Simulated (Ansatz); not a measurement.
# AlN: the cost of one run

All numbers below are computed with Ansatz 0.2.0 (DFT PBEsol, scalar-relativistic, plane waves, PAW).

4 further runs of the same task are left out: 4 set aside as unsound or not needed. Runs told in other sessions of the task aren't counted.

### Step 1. The structure to begin with

The cell holds 36 atoms (Al17HfN18): a = 7.343 Å, b = 7.343 Å, c = 7.343 Å, α = 79.00°, β = 79.00°, γ = 79.00°.

The coordinates of this cell stand in the input of its own run.

The host was relaxed before at PBEsol: a = 3.114 Å, b = 3.114 Å, c = 4.984 Å, α = 90.00°, β = 90.00°, γ = 120.00° (conventional cell), 10.461 Å³/atom.

Places, in fractions of the supercell: Hf in place of Al at (0.278, 0.945, 0.278). The start keeps the symmetry of the ideal site.

### Step 2. Band edges of the host over the zone

input.yaml reads:

```yaml
crystal:
  lattice:
    - [3.1137807686, 0.0, 0.0]
    - [-1.5568903843, 2.6966132474, 0.0]
    - [0.0, 0.0, 4.9836450158]
  atoms:
    - { symbol: Al, position: [0.6666666667, 0.3333333333, 0.4990218916] }
    - { symbol: Al, position: [0.3333333333, 0.6666666667, 0.9990218916] }
    - { symbol: "N", position: [0.6666666667, 0.3333333333, 0.8809781084] }
    - { symbol: "N", position: [0.3333333333, 0.6666666667, 0.3809781084] }
basis:
  ecutwfc: 420
  xc_grid: 2
kpoints:
  mp_grid: { grid: [9, 9, 4] }
  band_path: { path: [VBM, CBM], npoints: 2 }
hamiltonian:
  xc: pbesol
scf:
  occupations: { method: gaussian, width: 0.02 }
output:
  forces: true
  stress: true
  eigenvalues: true
```

Run with:

```
$ ansatz run input.yaml --threads 8 --pin off --max-ram 16384MiB --backend cpu --events-out ev --progress --plain --runs-dir out
```

**Question.** How long does this run take on 8 threads of Arm Neoverse V1, shared host, and how much memory does it need?

About 1.1 s, with a peak of 0.34 GiB.
